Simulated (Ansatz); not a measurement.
# C₇H₁₀: vertical ionisation energy

Aim: the vertical ionisation energy of C₇H₁₀, as cation minus neutral at the neutral's geometry, on several levels, and how well −ε(HOMO) stands in for it.

The runs use Ansatz 0.2.0, Gaussian basis; unrestricted cation, the program's frozen cores in correlated methods.

The runs, in order: UKS PBE-D4/def2-TZVPP; UKS r2SCAN-D4/def2-TZVPP; UKS PBE0-D4/def2-TZVPP; UKS B3LYP-D4/def2-TZVPP; UKS wB97X-V/def2-TZVPP; UKS wB97M-V/def2-TZVPP; UKS B2PLYP/def2-TZVPP; UHF-CCSD(T)/def2-TZVPP; UHF-MP2/def2-QZVPP; extrapolation to the limit; then −ε(HOMO) from the neutral's earlier runs with LDA (SPW92), PBE-D4, revPBE-D4, BLYP-D4, r2SCAN-D4, B97M-V, PBE0-D4, B3LYP-D4, r2SCANh-D4, r2SCAN0-D4, HSE06-D4, BHLYP-D4, CAM-B3LYP-D4, LC-ωPBE, ωB97X-V, ωB97M-V.

### 1 The geometry

All runs share one geometry, relaxed beforehand with PBE0-D4 in a triple-zeta def2 set.

SMILES `C1=C[C@H]2CC[C@@H]1C2`, 17 atoms, charge 0, spin multiplicity 1.

Atoms are counted from 1 here; the program's logs count them from 0.

Bond lengths: C1–C2 1.333 Å, C1–C6 1.510 Å, C1–H8 1.083 Å, C2–C3 1.510 Å, C2–H9 1.083 Å, C3–C4 1.554 Å, C3–C7 1.534 Å, C3–H10 1.089 Å, C4–C5 1.547 Å, C4–H11 1.093 Å, C4–H12 1.091 Å, C5–C6 1.554 Å, C5–H13 1.093 Å, C5–H14 1.091 Å, C6–C7 1.534 Å, C6–H15 1.089 Å, C7–H16 1.091 Å, C7–H17 1.094 Å. Angles: C2–C1–C6 107.5°, C2–C1–H8 127.1°, C6–C1–H8 124.9°, C1–C2–C3 107.5°, C1–C2–H9 127.1°, C3–C2–H9 124.9°, C2–C3–C4 105.8°, C2–C3–C7 100.3°, C2–C3–H10 116.4°, C4–C3–C7 100.4°, C4–C3–H10 114.5°, C7–C3–H10 117.3°, C3–C4–C5 102.9°, C3–C4–H11 110.3°, C3–C4–H12 111.8°, C5–C4–H11 111.2°, C5–C4–H12 113.0°, H11–C4–H12 107.7° and more.

### 2 Cation, UKS PBE-D4/def2-TZVPP

The input, in.yaml:

```yaml
crystal:
  periodic: [false, false, false]
  atoms:
    - {symbol: C, position_ang: [-1.210940, -0.676765, 0.829744]}
    - {symbol: C, position_ang: [-0.003593, -1.153978, 1.131306]}
    - {symbol: C, position_ang: [1.016910, -0.192871, 0.569938]}
    - {symbol: C, position_ang: [0.952823, -0.363113, -0.973472]}
    - {symbol: C, position_ang: [-0.448264, 0.190894, -1.323439]}
    - {symbol: C, position_ang: [-1.011593, 0.609037, 0.063313]}
    - {symbol: C, position_ang: [0.264431, 1.133498, 0.732990]}
    - {symbol: H, position_ang: [-2.164319, -1.168251, 0.978961]}
    - {symbol: H, position_ang: [0.227719, -2.113699, 1.576432]}
    - {symbol: H, position_ang: [2.020622, -0.253263, 0.989149]}
    - {symbol: H, position_ang: [1.740830, 0.222804, -1.453111]}
    - {symbol: H, position_ang: [1.085729, -1.403827, -1.272206]}
    - {symbol: H, position_ang: [-0.376539, 1.060164, -1.981874]}
    - {symbol: H, position_ang: [-1.086274, -0.544916, -1.814882]}
    - {symbol: H, position_ang: [-1.866113, 1.283280, 0.018438]}
    - {symbol: H, position_ang: [0.111791, 1.407944, 1.778225]}
    - {symbol: H, position_ang: [0.727780, 1.962863, 0.190588]}
basis:
  gaussian: {orbitals: def2-TZVPP}
total_charge: 1
magnetization: {spin_polarized: true, initial_magnetization: 1}
hamiltonian: {xc: pbe, dispersion: d4}
```

On the command line:

```sh
$ ansatz run in.yaml --threads 2 --pin off --events-out ev --progress --plain --max-ram 22528MiB --backend cuda --devices 0, --max-vram 18GiB
```

The runs that follow: Cation, UKS r2SCAN-D4/def2-TZVPP; Cation, UKS PBE0-D4/def2-TZVPP; Cation, UKS B3LYP-D4/def2-TZVPP; Cation, UKS wB97X-V/def2-TZVPP; Cation, UKS wB97M-V/def2-TZVPP; Cation, UKS B2PLYP (frozen core)/def2-TZVPP; Cation, UHF-CCSD(T)/def2-TZVPP; Cation, UHF-MP2/def2-QZVPP.

**Question.** What will the summary of the whole plan be? Wanted: ionisation energy, CCSD(T)/CBS; nearest functional by difference; nearest −ε(HOMO); −ε(HOMO) of PBE; T1 of the cation.

The runs gave:

| quantity | value |
| --- | --- |
| ionisation energy, CCSD(T)/CBS | 9.18 eV |
| nearest functional by difference | B2PLYP (-0.27 eV) |
| nearest −ε(HOMO) | ωB97X-V (-0.04 eV) |
| −ε(HOMO) of PBE | 5.72 eV |
| T1 of the cation | 0.020 |

**Reading.** By cation minus neutral, the functionals miss by 0.47 eV at most. The PBE orbital energy is 3.5 eV too small: a semilocal HOMO is no ionisation energy. Among orbital estimates ωB97X-V comes nearest. Hartree-Fock falls 1.60 eV short, as the neutral has more correlation energy than the cation.
